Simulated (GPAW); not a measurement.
Runs of GPAW 26.7.0 on Ti2Co. The structure is cubic, space group Fd-3m (No. 227). The conventional cell has a = 6.730 Å, b = 6.730 Å, c = 6.730 Å, α = 90.00°, β = 90.00°, γ = 90.00°. Around Co (site symmetry -43m) lie 12 Ti at 2.79 Å and 4 Co at 2.91 Å. Around Ti (site symmetry -3m) lie 6 Ti at 2.38 Å. 

```csv
task,level,U,cell,k mesh,optimizer,fmax,max steps,convergence,band path,gap on the mesh (eV),pressure (GPa),moment (μB),relaxed volume (Å³/atom)
single point,PBEsol,-,as given,7 × 7 × 7,-,-,-,-,-,none,(b),(d),-
relaxation of cell and atoms,PBEsol,-,relaxed,5 × 5 × 5,BFGS,0.02 eV/Å,60,density=1e-05 forces=0.0001,-,none,0.1,1.86,(a)
band structure,PBEsol+U,Co d U = 3 eV,as given,5 × 5 × 5,-,-,-,-,"GXWKGLUWLK,UX",-,22.9,2.87,-
band structure,PBEsol,-,as given,5 × 5 × 5,-,-,-,-,"GXWKGLUWLK,UX",-,16.3,(c),-
relaxation of cell and atoms,PBEsol+D3,-,relaxed,5 × 5 × 5,BFGS,0.02 eV/Å,60,density=1e-05 forces=0.0001,-,none,0.0,1.72,13.52
band structure,PBEsol+U,Co d U = 1 eV,as given,5 × 5 × 5,-,-,-,-,"GXWKGLUWLK,UX",-,17.9,1.90,-
band structure,PBEsol+U,Co d U = 2 eV,as given,5 × 5 × 5,-,-,-,-,"GXWKGLUWLK,UX",-,20.3,2.47,-
relaxation of cell and atoms,PBEsol+D3(BJ),-,relaxed,5 × 5 × 5,BFGS,0.02 eV/Å,60,density=1e-05 forces=0.0001,-,none,0.0,1.68,13.41
```

Alike in all rows: potentials or basis PAW data sets generated in the run's folder for this functional, pw; spin collinear, ferromagnetic start; cutoff (eV) 600; smearing fermi-dirac 0.05 eV.

Question: Estimate the missing entries.

Answer: (a) 14.11; (b) 16.0; (c) 1.36; (d) 0.91.

Caveats: each step starts from the last one's moments, so a moment once lost doesn't come back (some runs); later steps reuse the first step's grids (some runs); the U is typed as a test and isn't derived for this compound (some runs); pairwise dispersion overbinds metals, which lowers pressure and volume (some runs); so large a pressure means that the cell lies far from this level's equilibrium, or that cutoff or potentials fall short (some runs).

A k mesh can miss the band edges.

A gap of «none» marks a metal or a gap under the smearing width.

Not every run made on this cell is shown here.
